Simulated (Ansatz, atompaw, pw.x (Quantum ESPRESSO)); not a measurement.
**pw.x on fcc Mo: one setting changed**

Potential: PAW, atompaw 4.2.0.5, PBE; core [Ar] 3d10, reference 4s2 4p6 4d5 5s0.5 5p0.5; waves: 4s (bound): rc 1.95 bohr; 5s (bound): rc 2.70 bohr; 4p (bound): rc 2.10 bohr; 5p (bound): rc 2.70 bohr; 4d (bound): rc 1.40 bohr; 4d channel at 3.85 Ry: rc 2.70 bohr; local part: bessel scheme, radius 2.45 bohr; core correction: smooth core density matched at 1.50 bohr; augmentation: sinc compensation charge, radius 2.45 bohr; PAW radius 2.70 bohr; waves and projectors: custom rrkj gramschmidtortho.

The reference run (k-mesh 14³, cutoffs 85/850 Ry, Fermi–Dirac 0.01 Ry, mixing_beta 0.4, conv_thr 1e-9, no spin) gives 3.53 GPa at 16.027 Å³/atom, where all-electron LAPW gives 0.44 GPa. This run, with its own iteration cap, changes mixing_ndim to 16.

```
&control
  calculation='scf', prefix='x', pseudo_dir='./', outdir='./tmp', tstress=.true., disk_io='none'
/
&system
  ibrav=0, nat=1, ntyp=1, ecutwfc=85, ecutrho=850, nbnd=15,
  occupations='smearing', smearing='fd', degauss=0.01
/
&electrons
  conv_thr=1e-09, mixing_beta=0.4, electron_maxstep=60, mixing_ndim=16
/
ATOMIC_SPECIES
Mo 1.0 Mo.UPF
CELL_PARAMETERS angstrom
  0.00000000 2.00112437 2.00112437
  2.00112437 0.00000000 2.00112437
  2.00112437 2.00112437 0.00000000
ATOMIC_POSITIONS crystal
Mo 0.0000 0.0000 0.0000
K_POINTS automatic
14 14 14 0 0 0
```

```bash
pw.x < Mo.scf.in > Mo.scf.out
```

Problem. How does the run end?

Solution. It converges in 7 iterations; the free energy moves by +0.0 meV/atom and the pressure by +0.00 GPa. The result is that of the reference run.

```
Message from routine setup:
     using ibrav=0 with symmetry is DISCOURAGED, use correct ibrav instead
     lattice parameter (alat)  =       5.3480  a.u.
     unit-cell volume          =     108.1556 (a.u.)^3
     number of electrons       =        14.00
     number of Kohn-Sham states=           15
     kinetic-energy cutoff     =      85.0000  Ry
     charge density cutoff     =     850.0000  Ry
     scf convergence threshold =      1.0E-09
     Exchange-correlation= SLA PW PBX PBC
     number of k points=   104  Fermi-Dirac smearing, width (Ry)=  0.0100
     iteration #  1     ecut=    85.00 Ry     beta= 0.40
     total energy              =    -363.86320937 Ry
     estimated scf accuracy    <       0.21790125 Ry
     iteration #  2     ecut=    85.00 Ry     beta= 0.40
     total energy              =    -363.87812321 Ry
     estimated scf accuracy    <       0.01791341 Ry
     iteration #  3     ecut=    85.00 Ry     beta= 0.40
     total energy              =    -363.88074568 Ry
     estimated scf accuracy    <       0.00036125 Ry
     iteration #  4     ecut=    85.00 Ry     beta= 0.40
     total energy              =    -363.88083353 Ry
     estimated scf accuracy    <       0.00005642 Ry
     iteration #  5     ecut=    85.00 Ry     beta= 0.40
     total energy              =    -363.88084239 Ry
     estimated scf accuracy    <       0.00000510 Ry
     iteration #  6     ecut=    85.00 Ry     beta= 0.40
     total energy              =    -363.88084318 Ry
     estimated scf accuracy    <       0.00000006 Ry
     iteration #  7     ecut=    85.00 Ry     beta= 0.40
     the Fermi energy is    20.5558 ev
!    total energy              =    -363.88084320 Ry
     estimated scf accuracy    <          2.7E-10 Ry
     smearing contrib. (-TS)   =      -0.00572066 Ry
     The total energy is F=E-TS. E is the sum of the following terms:
     one-electron contribution =     -16.68150064 Ry
     hartree contribution      =      17.87196632 Ry
     xc contribution           =     -15.59728576 Ry
     ewald contribution        =    -118.81722445 Ry
     one-center paw contrib.   =    -230.65107802 Ry
     convergence has been achieved in   7 iterations
          total   stress  (Ry/bohr**3)                   (kbar)     P=       35.34
     Message from routine punch:
     Nothing written, as per user request (disk_io='none')
```

The run took about 27 s on one core of a shared host (Intel(R) Xeon(R) Platinum 8259CL CPU @ 2.50GHz, 96 threads, 755 GiB, load 20).
